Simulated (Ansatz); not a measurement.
## O on Al(110): change of the work function

How does O on the longbridge site change the work function of Al(110) as the layer fills?

Method: plane-wave DFT, PBE, Ansatz PAW, in Ansatz 0.2.0.

Most raw output is cut from this account.

### Step 1. The starting structure

The cell holds 5 atoms: 5 Al. Cell: a = 4.050 Å, b = 2.864 Å, c = 23.728 Å, α = 90.0°, β = 90.0°, γ = 90.0°. Vacuum lies along c.

Coordinates:

```cif
data_structure
_symmetry_space_group_name_H-M 'P 1'
_symmetry_Int_Tables_number 1
_cell_length_a 4.0500
_cell_length_b 2.8638
_cell_length_c 23.7276
_cell_angle_alpha 90.000
_cell_angle_beta 90.000
_cell_angle_gamma 90.000
_cell_volume 275.20
loop_
_atom_site_label
_atom_site_type_symbol
_atom_site_fract_x
_atom_site_fract_y
_atom_site_fract_z
_atom_site_occupancy
Al1 Al 0.00000 0.00000 0.37931 1
Al2 Al 0.50000 0.50000 0.43965 1
Al3 Al 0.00000 0.00000 0.50000 1
Al4 Al 0.50000 0.50000 0.56035 1
Al5 Al 0.00000 0.00000 0.62069 1
```

### Step 2. The clean slab

The bare slab comes first, as the zero from which every change is counted. The two lowest layers are held at bulk places and the upper ones relax. The dipole correction removes the false field that a one-sided slab makes across the periodic vacuum, so each face gets a flat vacuum level of its own.

Contents of input.yaml:

```yaml
crystal:
  lattice:
    - [4.05, 0.0, 0.0]
    - [0.0, 2.8637824638, 0.0]
    - [0.0, 0.0, 23.7275649276]
  atoms:
    - { symbol: Al, position: [0.0, 0.0, 0.3793056737] }
    - { symbol: Al, position: [0.5, 0.5, 0.4396528368] }
    - { symbol: Al, position: [0.0, 0.0, 0.5] }
    - { symbol: Al, position: [0.5, 0.5, 0.5603471632] }
    - { symbol: Al, position: [0.0, 0.0, 0.6206943263] }
kpoints:
  mp_grid: { grid: [8, 10, 1] }
hamiltonian:
  xc: pbe
scf:
  occupations: { method: fermi_dirac, width: 0.1 }
  convergence: { dr2_threshold: 1.0e-08 }
efield:
  axis: 3
  dipole_correction: true
  ramp_position: 0.97
  ramp_width: 0.06
relax:
  f_tol: 0.02
  max_steps: 60
  constraints: [{ sites: [0, 1] }]
output:
  write_potential: true
  write_density: true
  volumetric_format: npy
```

Command:

```
> ansatz run input.yaml --threads 4 --pin off --max-ram 6144MiB --backend cpu --events-out ev --progress --plain --runs-dir out
```

Wall time 23 s (4 threads of Arm Neoverse N1, shared host); peak memory 0.48 GiB.

Relaxation path:

```
step  energy less that of the first step (eV)  largest force component (eV/Å)
   1                                   0.0000                          0.2224
   2                                  -0.0114                          0.0520
   3                                  -0.0117                          0.0113
```

The run keeps the 4 symmetry operations that it works with, so distortions that break them were not tested.

The atoms that moved most (Å):

| atom | dx | dy | dz | length |
| --- | --- | --- | --- | --- |
| Al5 | 0.000 | 0.000 | -0.093 | 0.093 |
| Al3 | 0.000 | 0.000 | -0.029 | 0.029 |
| Al4 | 0.000 | 0.000 | 0.015 | 0.015 |

Final coordinates:

```xyz
5
Lattice="4.0500 0.0000 0.0000 0.0000 2.8638 0.0000 0.0000 0.0000 23.7276" Properties=species:S:1:pos:R:3
Al    0.0000    0.0000    9.0000
Al    2.0250    1.4319   10.4319
Al    0.0000    0.0000   11.8345
Al    2.0250    1.4319   13.3105
Al    0.0000    0.0000   14.6346
```

This step gave:

| Property | Result |
| --- | --- |
| energy at zero smearing | -2686.0940 eV |
| work function, upper face | 3.995 eV |
| dipole along the normal | -1.76e-4 e·Å |

Running mean over 1.432 Å of the planar mean; the ramp of the sawtooth is left out. Electron's electrostatic potential energy less the Fermi level against z:

z (Å), electron's electrostatic potential energy less the Fermi level (eV) and a bar from the least value:
```
      3.0       3.99 ##############################
      3.5       3.99 ##############################
      4.0       3.99 ##############################
      4.5       3.99 ##############################
      5.0       3.99 ##############################
      5.5       3.98 ##############################
      6.0       3.95 ##############################
      6.5       3.87 ##############################
      7.0       3.59 #############################
      7.5       2.68 ##########################
      8.0       0.66 ###################
      8.5      -1.67 ###########
      9.0      -3.65 #####
      9.5      -4.48 ##
     10.0      -4.67 #
     10.5      -4.77 #
     11.0      -4.82 #
     11.5      -4.80 #
     12.0      -4.64 #
     12.5      -4.57 #
     13.0      -4.67 #
     13.5      -5.00 
     14.0      -4.99 
     14.5      -4.38 ##
     15.0      -2.40 #########
     15.5       0.01 #################
     16.0       2.24 ########################
     16.5       3.43 ############################
     17.0       3.82 #############################
     17.5       3.94 ##############################
     18.0       3.98 ##############################
     18.5       3.99 ##############################
     19.0       3.99 ##############################
     19.5       3.99 ##############################
     20.0       3.99 ##############################
     20.5       3.99 ##############################
```

The relaxation took 3 steps and lowered the energy by 0.012 eV; the largest force on the free atoms ends at 0.011 eV/Å.

The work function of the upper face is 3.99 eV.

### Step 3. Adsorbate added, k-mesh 3×4×1, coverage 0.111 ML

System of this step: Al45O (O/Al(110)). The cell holds 46 atoms: 45 Al and 1 O. Cell: a = 12.150 Å, b = 8.591 Å, c = 24.135 Å, α = 90.0°, β = 90.0°, γ = 90.0°. Vacuum lies along c.

The clean slab as it ended is repeated in the plane and the adsorbate is set on one face; the cell's size fixes the coverage, and the k-mesh shrinks with it to keep the sampling density about even. Adsorbate and upper layers relax, since the dipole depends on the height.

Contents of input.yaml:

```yaml
crystal:
  lattice:
    - [12.15, 0.0, 0.0]
    - [0.0, 8.5913473914, 0.0]
    - [0.0, 0.0, 24.1345817776]
  atoms:
    - { symbol: Al, position: [0.0, 0.0, 0.3729088858] }
    - { symbol: Al, position: [0.1666666667, 0.1666666667, 0.4322383262] }
    - { symbol: Al, position: [0.0, 0.0, 0.4903550414] }
    - { symbol: Al, position: [0.1666666667, 0.1666666667, 0.5515131667] }
    - { symbol: Al, position: [0.0, 0.0, 0.6063739539] }
    - { symbol: Al, position: [0.0, 0.3333333333, 0.3729088858] }
    - { symbol: Al, position: [0.1666666667, 0.5, 0.4322383262] }
    - { symbol: Al, position: [0.0, 0.3333333333, 0.4903550414] }
[... 34 atom lines left out ...]
    - { symbol: Al, position: [0.6666666667, 0.6666666667, 0.4903550414] }
    - { symbol: Al, position: [0.8333333333, 0.8333333333, 0.5515131667] }
    - { symbol: Al, position: [0.6666666667, 0.6666666667, 0.6063739539] }
    - { symbol: O, position: [0.1666666667, 0.0, 0.6270911142] }
kpoints:
  mp_grid: { grid: [3, 4, 1] }
hamiltonian:
  xc: pbe
scf:
  occupations: { method: fermi_dirac, width: 0.1 }
  convergence: { dr2_threshold: 1.0e-08 }
efield:
  axis: 3
  dipole_correction: true
  ramp_position: 0.97
  ramp_width: 0.06
relax:
  f_tol: 0.02
  max_steps: 60
  constraints:
    - { sites: [0, 1, 5, 6, 10, 11, 15, 16, 20, 21, 25, 26, 30, 31, 35, 36, 40, 41] }
output:
  bader: true
  write_potential: true
  write_density: true
  volumetric_format: npy
```

Elapsed: 20 min, on 4 threads; peak memory 4.6 GiB.

This run has no spin polarisation although its electron count is odd.

The steps of the relaxation:

| step | energy less that of the first step (eV) | largest force component (eV/Å) |
| --- | --- | --- |
| 1 | 0.0000 | 1.9415 |
| 2 | -0.4116 | 1.4188 |
| 3 | -0.6707 | 0.5671 |
| 4 | -0.7619 | 0.2960 |
| 5 | -0.8077 | 0.1265 |
| 6 | -0.8137 | 0.0460 |
| 7 | -0.8151 | 0.0231 |
| 8 | -0.8154 | 0.0051 |

The run keeps the 4 symmetry operations that it works with, so distortions that break them were not tested.

The atoms that moved most (Å):

| atom | dx | dy | dz | length |
| --- | --- | --- | --- | --- |
| O46 | 0.000 | 0.000 | -0.732 | 0.732 |
| Al4 | 0.000 | 0.099 | -0.085 | 0.130 |
| Al14 | 0.000 | -0.099 | -0.085 | 0.130 |
| Al20 | -0.028 | 0.000 | 0.062 | 0.068 |
| Al5 | 0.028 | 0.000 | 0.062 | 0.068 |
| Al10 | -0.040 | 0.015 | -0.028 | 0.051 |
| Al15 | -0.040 | -0.015 | -0.028 | 0.051 |
| Al25 | 0.040 | 0.015 | -0.028 | 0.051 |

Numbers from this step:

```
energy at zero smearing        : -24743.3585 eV
work function, upper face      : 3.976 eV
work function, lower face      : 3.997 eV
dipole along the normal        : 0.01202 e·Å
step between the vacuum levels : -0.02083 eV
```

Running mean over 1.432 Å of the planar mean; the ramp of the sawtooth is left out. Table of electron's electrostatic potential energy less the Fermi level by z:

| z (Å) | electron's electrostatic potential energy less the Fermi level (eV) |
| --- | --- |
| 3 | 4.00 |
| 4 | 4.00 |
| 5 | 3.99 |
| 6 | 3.96 |
| 7 | 3.60 |
| 8 | 0.695 |
| 9 | -3.59 |
| 10 | -4.62 |
| 11 | -4.83 |
| 12 | -4.67 |
| 13 | -4.71 |
| 14 | -5.19 |
| 15 | -2.53 |
| 16 | 2.27 |
| 17 | 3.81 |
| 18 | 3.96 |
| 19 | 3.97 |
| 20 | 3.98 |
| 21 | 3.98 |

The relaxation took 8 steps and lowered the energy by 0.82 eV; the largest force on the free atoms ends at 0.0051 eV/Å.

The covered face has 3.98 eV, -0.02 eV against the clean one; the bare back face has moved by +0.00 eV, a measure of how thin the slab is. The added atoms end 0.3 Å under the highest substrate atom on average, so this is no overlayer any more.

### Step 4. Adsorbate added, k-mesh 4×5×1, coverage 0.25 ML

System of this step: Al20O (O/Al(110)). The cell holds 21 atoms: 20 Al and 1 O. Its edges and angles: a = 8.100 Å, b = 5.728 Å, c = 24.135 Å, α = 90.0°, β = 90.0°, γ = 90.0°. Vacuum lies along c.

Another coverage, to see how the dipoles act on each other as their distance changes.

Contents of input.yaml:

```yaml
crystal:
  lattice:
    - [8.1, 0.0, 0.0]
    - [0.0, 5.7275649276, 0.0]
    - [0.0, 0.0, 24.1345817776]
  atoms:
    - { symbol: Al, position: [0.0, 0.0, 0.3729088858] }
    - { symbol: Al, position: [0.25, 0.25, 0.4322383262] }
    - { symbol: Al, position: [0.0, 0.0, 0.4903550414] }
    - { symbol: Al, position: [0.25, 0.25, 0.5515131667] }
    - { symbol: Al, position: [0.0, 0.0, 0.6063739539] }
    - { symbol: Al, position: [0.0, 0.5, 0.3729088858] }
    - { symbol: Al, position: [0.25, 0.75, 0.4322383262] }
    - { symbol: Al, position: [0.0, 0.5, 0.4903550414] }
    - { symbol: Al, position: [0.25, 0.75, 0.5515131667] }
    - { symbol: Al, position: [0.0, 0.5, 0.6063739539] }
    - { symbol: Al, position: [0.5, 0.0, 0.3729088858] }
    - { symbol: Al, position: [0.75, 0.25, 0.4322383262] }
    - { symbol: Al, position: [0.5, 0.0, 0.4903550414] }
    - { symbol: Al, position: [0.75, 0.25, 0.5515131667] }
    - { symbol: Al, position: [0.5, 0.0, 0.6063739539] }
    - { symbol: Al, position: [0.5, 0.5, 0.3729088858] }
    - { symbol: Al, position: [0.75, 0.75, 0.4322383262] }
    - { symbol: Al, position: [0.5, 0.5, 0.4903550414] }
    - { symbol: Al, position: [0.75, 0.75, 0.5515131667] }
    - { symbol: Al, position: [0.5, 0.5, 0.6063739539] }
    - { symbol: O, position: [0.25, 0.0, 0.6270911142] }
kpoints:
  mp_grid: { grid: [4, 5, 1] }
hamiltonian:
  xc: pbe
scf:
  occupations: { method: fermi_dirac, width: 0.1 }
  convergence: { dr2_threshold: 1.0e-08 }
efield:
  axis: 3
  dipole_correction: true
  ramp_position: 0.97
  ramp_width: 0.06
relax:
  f_tol: 0.02
  max_steps: 60
  constraints: [{ sites: [0, 1, 5, 6, 10, 11, 15, 16] }]
output:
  bader: true
  dos: { projected: true, e_range: [-8, 4] }
  write_potential: true
  write_density: true
  volumetric_format: npy
  elf: true
```

Elapsed: 5.3 min, on 4 threads; peak memory 1.8 GiB; 17 min of CPU time.

The steps of the relaxation:

```csv
step,energy less that of the first step (eV),largest force component (eV/Å)
1,0.0000,1.9362
2,-0.4077,1.3783
3,-0.6495,0.4719
4,-0.7219,0.2935
5,-0.7476,0.1732
6,-0.7591,0.0664
7,-0.7600,0.0033
```

The run keeps the 4 symmetry operations that it works with, so distortions that break them were not tested.

The atoms that moved most (Å):

| atom | dx | dy | dz | length |
| --- | --- | --- | --- | --- |
| O21 | 0.000 | 0.000 | -0.659 | 0.659 |
| Al9 | 0.000 | -0.079 | -0.049 | 0.093 |
| Al4 | 0.000 | 0.079 | -0.049 | 0.093 |
| Al20 | 0.077 | 0.000 | -0.022 | 0.080 |
| Al10 | -0.077 | 0.000 | -0.022 | 0.080 |
| Al5 | 0.024 | 0.000 | 0.065 | 0.069 |
| Al15 | -0.024 | 0.000 | 0.065 | 0.069 |
| Al14 | 0.000 | -0.017 | -0.034 | 0.037 |

Final coordinates:

```xyz
21
Lattice="8.1000 0.0000 0.0000 0.0000 5.7276 0.0000 0.0000 0.0000 24.1346" Properties=species:S:1:pos:R:3
Al    0.0000    0.0000    9.0000
Al    2.0250    1.4319   10.4319
Al   -0.0067    0.0000   11.8186
Al    2.0250    1.5110   13.2615
Al    0.0238    0.0000   14.6993
Al    0.0000    2.8638    9.0000
Al    2.0250    4.2957   10.4319
Al   -0.0120    2.8638   11.8296
Al    2.0250    4.2166   13.2615
Al   -0.0773    2.8638   14.6130
Al    4.0500    0.0000    9.0000
Al    6.0750    1.4319   10.4319
Al    4.0567    0.0000   11.8186
Al    6.0750    1.4152   13.2770
Al    4.0262    0.0000   14.6993
Al    4.0500    2.8638    9.0000
Al    6.0750    4.2957   10.4319
Al    4.0620    2.8638   11.8296
Al    6.0750    4.3123   13.2770
Al    4.1273    2.8638   14.6130
O     2.0250    0.0000   14.4757
```

This step gave:

* energy at zero smearing: -11312.7898 eV
* work function, upper face: 3.934 eV
* work function, lower face: 3.992 eV
* dipole along the normal: 0.01492 e·Å
* step between the vacuum levels: -0.05820 eV

The density of states has structure finer than the step of the table below, so its rows give means over 0.25 eV, whole bins alone (the curve runs from -8 to 1.98 eV). Peaks (eV: height): -3.010: 18.1, -2.860: 20.9, -0.870: 21.7, -0.450: 15.2, 0.870: 23.8, 1.170: 17.3, 1.620: 24.3.

The density of states by energy, zero at the Fermi level; means over each step:

```
energy (eV)  density of states (states/eV a cell)
      -7.75                                  5.85
      -7.50                                  6.60
      -7.25                                  4.32
      -7.00                                  5.07
      -6.75                                  5.12
      -6.50                                  6.09
      -6.25                                  5.83
      -6.00                                  5.70
      -5.75                                  8.18
      -5.50                                  5.32
      -5.25                                  6.37
      -5.00                                  7.89
      -4.75                                  5.81
      -4.50                                  5.10
      -4.25                                  6.50
      -4.00                                  6.44
      -3.75                                  6.81
      -3.50                                  5.40
      -3.25                                  5.84
      -3.00                                  9.25
      -2.75                                  7.82
      -2.50                                  7.99
      -2.25                                  7.38
      -2.00                                  9.62
      -1.75                                  11.4
      -1.50                                  6.78
      -1.25                                  6.08
      -1.00                                  8.27
      -0.75                                  9.27
      -0.50                                  8.98
      -0.25                                  8.16
       0.00                                  6.35
       0.25                                  10.5
       0.50                                  10.2
       0.75                                  13.5
       1.00                                  12.0
       1.25                                  9.23
       1.50                                  10.8
       1.75                                  10.2
```

Projected DOS per atom over height of the atomic layer and energy from the Fermi level. Layers: Al4 Al4 Al4 Al4 Al4O from below.

Ten even steps from '0' (0.150 states/eV) to '9' (0.764 states/eV), each cell a mean:
```
73345
64454
95647
74345
42113
53224
53414
31222
84546
53323
64334
22112
23321
23222
11101
33322
23222
13124
01123
01013
01113
01213
```
Columns: height of the atomic layer (Å) from 9 to 14.6; rows upwards: energy from the Fermi level (eV) from -7.96 to 1.95.

Valence density in the ca plane at fractional y = 0.000, with atoms of Al and O within 0.2 Å of it. It is the smooth field of the valence electrons, not physical close to the nuclei.

Values in e/Å³, 12 rows by 16 columns, each cell a mean:
```
0.0 0.0 0.1 0.1 0.2 0.2 0.1 0.2 0.2 0.1 0.1 0.0 0.0 0.0 0.0 0.0
0.0 0.0 0.1 0.2 0.2 0.2 0.2 0.2 0.2 0.1 0.0 0.0 0.0 0.0 0.0 0.0
0.0 0.0 0.0 0.1 0.2 0.2 0.1 0.2 0.1 0.1 0.0 0.0 0.0 0.0 0.0 0.0
0.0 0.0 0.0 0.1 0.2 0.2 0.1 0.2 0.2 0.1 0.0 0.0 0.0 0.0 0.0 0.0
0.0 0.0 0.1 0.2 0.2 0.2 0.2 0.2 0.2 0.1 0.0 0.0 0.0 0.0 0.0 0.0
0.0 0.0 0.1 0.1 0.2 0.2 0.1 0.2 0.1 0.1 0.1 0.0 0.0 0.0 0.0 0.0
0.0 0.0 0.1 0.1 0.2 0.2 0.1 0.2 0.1 0.1 0.1 0.0 0.0 0.0 0.0 0.0
0.0 0.0 0.1 0.2 0.2 0.2 0.2 0.2 0.6 0.3 0.0 0.0 0.0 0.0 0.0 0.0
0.0 0.0 0.0 0.1 0.2 0.2 0.1 0.2 3.7 1.7 0.0 0.0 0.0 0.0 0.0 0.0
0.0 0.0 0.0 0.1 0.2 0.2 0.1 0.2 2.6 1.2 0.0 0.0 0.0 0.0 0.0 0.0
0.0 0.0 0.1 0.2 0.2 0.2 0.2 0.2 0.3 0.2 0.0 0.0 0.0 0.0 0.0 0.0
0.0 0.0 0.1 0.1 0.2 0.2 0.1 0.2 0.1 0.1 0.1 0.0 0.0 0.0 0.0 0.0
```
Columns run along c (16.0 Å, from fractional 0.24 to 0.91 of the cell), rows up along a (8.1 Å). Atoms in or near the plane, at fractional coordinates: Al at (0.37, 0.00), Al at (0.49, 0.00), Al at (0.61, 0.00), Al at (0.37, 0.50), Al at (0.49, 0.50), Al at (0.61, 0.50), O at (0.60, 0.25).

ELF in the ca plane at fractional y = 0.000, with atoms of Al and O within 0.2 Å of it. It is the smooth field of the valence electrons, not physical close to the nuclei.

Ten even steps from '0' (0.00) to '9' (0.87), each cell a mean:
```
01368995221567621037776211599863100000000000
00247897435767752257667544899753100000000000
00124677777766665566666777887531000000000000
00001345566666554455666655543210000000000000
00000012345666543345677543211000000000000000
00000011245666532235777542110000000000000000
00000123456666543345676654322100000000000000
00013566777766665556666677765421000000000000
00136888667767764467667766898742100000000000
01258996213667730147776312699863100000000000
01368994440567612127875132499863100000000000
01368995221577621137864011278752100000000000
00257997435777752367643222345431000000000000
00135678777766665666322576421110000000000000
00012345566666554553226899620000000000000000
00000012345666543332248779841000000000000000
00000011234666433332258659851000000000000000
00001223455666544443237889731000000000000000
00013566777766655565324787521000000000000000
00146888667777764577532344333211000000000000
01358996213677730148753100267642100000000000
01368994440567612127875133399863100000000000
```
Columns run along c (16.0 Å, from fractional 0.24 to 0.91 of the cell), rows up along a (8.1 Å). Atoms in or near the plane, at fractional coordinates: Al at (0.37, 0.00), Al at (0.49, 0.00), Al at (0.61, 0.00), Al at (0.37, 0.50), Al at (0.49, 0.50), Al at (0.61, 0.50), O at (0.60, 0.25).

Electrostatic potential energy in the ca plane at fractional y = 0.000, with atoms of Al and O within 0.2 Å of it. With pseudopotentials it is smooth inside the atoms' cores, unlike the true potential.

Ten even steps from '0' (-19 eV) to '9' (4 eV), each cell a mean:
```
99999740341377304304772133047999999999999999
99999862001578510026885200268999999999999999
99999986546788764567887655689999999999999999
99999998888888888888888888899999999999999999
99999999998887889988778899999999999999999999
99999999999877889988778899999999999999999999
99999999988888888888888889999999999999999999
99999987777888876778888777889999999999999999
99999874213688631247886422478999999999999999
99999851120477402115774011158999999999999999
99999730451266215513772154037999999999999999
99999840341377304304772143047999999999999999
99999862001578520026874100268999999999999999
99999986546788765567887544688999999999999999
99999998888888888888887325899999999999999999
99999999998887889988773000799999999999999999
99999999999877889988772000799999999999999999
99999999888888888888875002899999999999999999
99999987767888877778887546789999999999999999
99999874223688742247886311478999999999999999
99999851120477401115773021047999999999999999
99999730451266215513761154037999999999999999
```
Columns run along c (16.0 Å, from fractional 0.24 to 0.91 of the cell; values clipped at the 3rd and 97th percentile), rows up along a (8.1 Å). Atoms in or near the plane, at fractional coordinates: Al at (0.37, 0.00), Al at (0.49, 0.00), Al at (0.61, 0.00), Al at (0.37, 0.50), Al at (0.49, 0.50), Al at (0.61, 0.50), O at (0.60, 0.25).

The relaxation took 7 steps and lowered the energy by 0.76 eV; the largest force on the free atoms ends at 0.0033 eV/Å.

By hand: a sheet of dipoles makes a step −p/(ε₀A) in the electron's potential. With e/ε₀ = 180.95 V·Å, p = 0.01492 e·Å and A = 46.39 Å², that is −180.95 × (0.01492) / 46.39 = -0.058 eV, and the two vacuum levels of the run differ by -0.058 eV.

The covered face has 3.93 eV, -0.06 eV against the clean one; the bare back face has moved by -0.00 eV, a measure of how thin the slab is. The added atoms end 0.2 Å under the highest substrate atom on average, so this is no overlayer any more.

[end of part 1 of 2]

[Logs are printed without paths, hosts, clocks, repeated set-up lines and the standing remarks that a program may print on its own settings, such as how far it seeks lower states.]

[Hosts, paths, dates, database ids (printed as entryN), source tags and the programs' standing remarks are cut or masked in the printed files.]

[Maps of the electrostatic potential energy from Ansatz leave out the sawtooth potential of an applied field or a dipole correction, so their vacuum need not be flat; planar profiles and work functions include it.]

[The density of states shown here was stored with 400 of the rows of the run's finer table, so its peaks can read low, often by over a quarter, or be missed, and its means over a window can be off by a tenth or more.]
